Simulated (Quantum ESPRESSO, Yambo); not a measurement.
# CuCl (Nantokite): G0W0 in Yambo against the bands, part 2 of 2

How does the gap of CuCl (Nantokite) converge in the bands?

Yambo 5.3.0; PBE and many-body steps on it, plane waves. Known limits of the many-body steps: not at the basis limit; d shell near the gap, gap tends to lie low; coarse k mesh.

So far. Step 4 (130 bands): Against the run before, the gap moves by −0.032 eV.

The database entry behind the starting cell differs from later determinations by our own check (0.1 to 0.3 % short, probably kX units), so it need not match the best structure at ambient conditions.

In doubt: a PseudoDojo file used here is known to give poor structures and forces, which bears on pressures, cells, forces and phonons.

**5. 229 bands**

Level of this step: G0W0 on PBE, plane waves, norm-conserving pseudopotentials (Yambo).

File gw4.in:

```
HF_and_locXC
gw0
dyson
ppa
em1d
rim_cut
RandQpts= 1000000
RandGvec= 1 RL
EXXRLvcs= 84 Ry
VXCRLvcs= 336 Ry
Chimod= "HARTREE"
% BndsRnXp
 1 | 229 |
%
NGsBlkXp= 15.5 Ry
% LongDrXp
 1 | 1 | 1 |
%
% GbndRnge
 1 | 229 |
%
DysSolver= "n"
ExtendOut
PPAPntXp= 27.21138 eV
% QPkrange
 1 | 1 | 12 | 15 |
%
```

On the command line:

```
$ OMP_NUM_THREADS=1 mpirun -n 4 yambo -F gw4.in -J gw4 -C gw4 > gw4.log
```

The log of the run:

```text
 Yambo, version 5.3.0

 [02] CORE Variables Setup
 =========================

  [... cell, symmetries and grids as in the set-up ...]

  [02.05] Energies & Occupations
  ==============================

  [X] === General ===
  [X] Electronic Temperature                        :  0.000000  0.000000 [eV K]
  [X] Bosonic    Temperature                        :  0.000000  0.000000 [eV K]
  [X] Finite Temperature mode                       : no
  [X] El. density                                   :  0.65838E+24 [cm-3]
[...]
Sx RL components                                 :   3527

   QP @ state[ 1 ] K range                          :  1  1
   QP @ state[ 1 ] b range                          :  12  15
   GF energies kind                                 : Perdew, Burke & Ernzerhof(X)+Perdew, Burke & Ernzerhof(C)
   GF WF`s kind                                     : Perdew, Burke & Ernzerhof(X)+Perdew, Burke & Ernzerhof(C)
   Xs energies kind                                 : Perdew, Burke & Ernzerhof(X)+Perdew, Burke & Ernzerhof(C)
   Xs WF`s kind                                     : Perdew, Burke & Ernzerhof(X)+Perdew, Burke & Ernzerhof(C)

 [11] Game Over & Game summary
```

The job ended after 3.3 min (4 MPI ranks of Arm Neoverse V1, shared host; peak memory 1.9 GiB; 13 min of CPU time).

This step gave:

| Property | Result |
| --- | --- |
| G0W0 gap on the points computed | 1.137 eV |
| starting gap on the mesh | 0.5333 eV |
| k of the valence top | 0, 0, 0 |
| k of the conduction bottom | 0, 0, 0 |
| least direct G0W0 gap on the computed points | 1.137 eV |

Against the run before, the gap moves by +0.008 eV.

**6. 346 bands**

File gw5.in:

```
HF_and_locXC
gw0
dyson
ppa
em1d
rim_cut
RandQpts= 1000000
RandGvec= 1 RL
EXXRLvcs= 84 Ry
VXCRLvcs= 336 Ry
Chimod= "HARTREE"
% BndsRnXp
 1 | 346 |
%
NGsBlkXp= 15.5 Ry
% LongDrXp
 1 | 1 | 1 |
%
% GbndRnge
 1 | 346 |
%
DysSolver= "n"
ExtendOut
PPAPntXp= 27.21138 eV
% QPkrange
 1 | 1 | 12 | 15 |
%
```

On the command line:

```
$ OMP_NUM_THREADS=1 mpirun -n 4 yambo -F gw5.in -J gw5 -C gw5 > gw5.log
```

The log of the run:

```text
 Yambo, version 5.3.0

 [02] CORE Variables Setup
 =========================

  [... cell, symmetries and grids as in the set-up ...]

  [02.05] Energies & Occupations
  ==============================

  [X] === General ===
  [X] Electronic Temperature                        :  0.000000  0.000000 [eV K]
  [X] Bosonic    Temperature                        :  0.000000  0.000000 [eV K]
  [X] Finite Temperature mode                       : no
  [X] El. density                                   :  0.65838E+24 [cm-3]
[...]
Sx RL components                                 :   3527

   QP @ state[ 1 ] K range                          :  1  1
   QP @ state[ 1 ] b range                          :  12  15
   GF energies kind                                 : Perdew, Burke & Ernzerhof(X)+Perdew, Burke & Ernzerhof(C)
   GF WF`s kind                                     : Perdew, Burke & Ernzerhof(X)+Perdew, Burke & Ernzerhof(C)
   Xs energies kind                                 : Perdew, Burke & Ernzerhof(X)+Perdew, Burke & Ernzerhof(C)
   Xs WF`s kind                                     : Perdew, Burke & Ernzerhof(X)+Perdew, Burke & Ernzerhof(C)

 [11] Game Over & Game summary
```

Run time: 5.1 min. Hardware: 4 MPI ranks; peak memory 2.3 GiB; 20 min of CPU time.

This step gave:

```yaml
g0w0_gap_on_the_points_computed: 1.158 eV
starting_gap_on_the_mesh: 0.5333 eV
k_of_the_valence_top: 0, 0, 0
k_of_the_conduction_bottom: 0, 0, 0
least_direct_g0w0_gap_on_the_computed_points: 1.158 eV
```

Against the run before, the gap moves by +0.021 eV.

**7. 478 bands**

File gw6.in:

```
HF_and_locXC
gw0
dyson
ppa
em1d
rim_cut
RandQpts= 1000000
RandGvec= 1 RL
EXXRLvcs= 84 Ry
VXCRLvcs= 336 Ry
Chimod= "HARTREE"
% BndsRnXp
 1 | 478 |
%
NGsBlkXp= 15.5 Ry
% LongDrXp
 1 | 1 | 1 |
%
% GbndRnge
 1 | 478 |
%
DysSolver= "n"
ExtendOut
PPAPntXp= 27.21138 eV
% QPkrange
 1 | 1 | 12 | 15 |
%
```

On the command line:

```
$ OMP_NUM_THREADS=1 mpirun -n 4 yambo -F gw6.in -J gw6 -C gw6 > gw6.log
```

The log of the run:

```text
 Yambo, version 5.3.0

 [02] CORE Variables Setup
 =========================

  [... cell, symmetries and grids as in the set-up ...]

  [02.05] Energies & Occupations
  ==============================

  [X] === General ===
  [X] Electronic Temperature                        :  0.000000  0.000000 [eV K]
  [X] Bosonic    Temperature                        :  0.000000  0.000000 [eV K]
  [X] Finite Temperature mode                       : no
  [X] El. density                                   :  0.65838E+24 [cm-3]
[...]
Sx RL components                                 :   3527

   QP @ state[ 1 ] K range                          :  1  1
   QP @ state[ 1 ] b range                          :  12  15
   GF energies kind                                 : Perdew, Burke & Ernzerhof(X)+Perdew, Burke & Ernzerhof(C)
   GF WF`s kind                                     : Perdew, Burke & Ernzerhof(X)+Perdew, Burke & Ernzerhof(C)
   Xs energies kind                                 : Perdew, Burke & Ernzerhof(X)+Perdew, Burke & Ernzerhof(C)
   Xs WF`s kind                                     : Perdew, Burke & Ernzerhof(X)+Perdew, Burke & Ernzerhof(C)

 [11] Game Over & Game summary
```

It took 6.9 min on 4 MPI ranks; peak memory 2.7 GiB.

Numbers from this step:

* G0W0 gap on the points computed: 1.178 eV
* starting gap on the mesh: 0.5333 eV
* k of the valence top: 0, 0, 0
* k of the conduction bottom: 0, 0, 0
* least direct G0W0 gap on the computed points: 1.178 eV

Against the run before, the gap moves by +0.020 eV.

**8. Side by side**

Times are wall times on 4 MPI ranks of Arm Neoverse V1, shared host, good to a factor of about two.

| run | mesh | bands | screening cutoff (eV) | DFT gap (eV) | gap on the mesh (eV) | direct (eV) | time |
| --- | --- | --- | --- | --- | --- | --- | --- |
| 40 bands | 4×4×4 | 40 | 210.9 | 0.533 | 1.303 | 1.303 | 32 s |
| 71 bands | 4×4×4 | 71 | 210.9 | 0.533 | 1.161 | 1.161 | 58 s |
| 130 bands | 4×4×4 | 130 | 210.9 | 0.533 | 1.128 | 1.128 | 1.8 min |
| 229 bands | 4×4×4 | 229 | 210.9 | 0.533 | 1.137 | 1.137 | 3.3 min |
| 346 bands | 4×4×4 | 346 | 210.9 | 0.533 | 1.158 | 1.158 | 5.1 min |
| 478 bands | 4×4×4 | 478 | 210.9 | 0.533 | 1.178 | 1.178 | 6.9 min |

**9. Results**

```yaml
40_bands: 1.303 eV
71_bands: 1.161 eV
130_bands: 1.128 eV
229_bands: 1.137 eV
346_bands: 1.158 eV
478_bands: 1.178 eV
known_limits: not at the basis limit; d shell near the gap, gap tends to lie low; coarse k mesh
```

The setting moved: bands. From 40 bands to 478 bands the gap moves by −0.12 eV, for 13 times the time, not steadily: it passes through 1.13 eV. The last step still moves it by +0.020 eV. Bands and screening cutoff are coupled, so a series along one setting does not show full convergence. Bands and cutoff are finite, so the gap is not at the basis limit. The miss can reach some tenths of an eV and take either sign; the mesh is an error of its own. In the G0W0 runs levels were corrected at 1 k point alone, so a gap called «on the mesh» is the least over those, and an edge elsewhere would be missed. The 4×4×4 mesh is coarse for this cell, which bears on the long-range parts of exchange and screening. A d shell, filled or nearly so, lies near the gap. One-shot GW converges very slowly in bands there, not always from below, and on a semilocal start the gap tends to come out low; starts rich in exact exchange can overshoot instead.

[Paths, hosts, dates, memory and timing lines, banners, echoed tables and standing remarks are left out of the program output.]

[Logs are printed without paths, hosts, clocks, repeated set-up lines and the standing remarks that a program may print on its own settings, such as how far it seeks lower states.]

[Runs of the session that timed out or met a known fault of the program may be left out.]

[Hosts, paths, dates, database ids (printed as entryN), source tags and the programs' standing remarks are cut or masked in the printed files.]
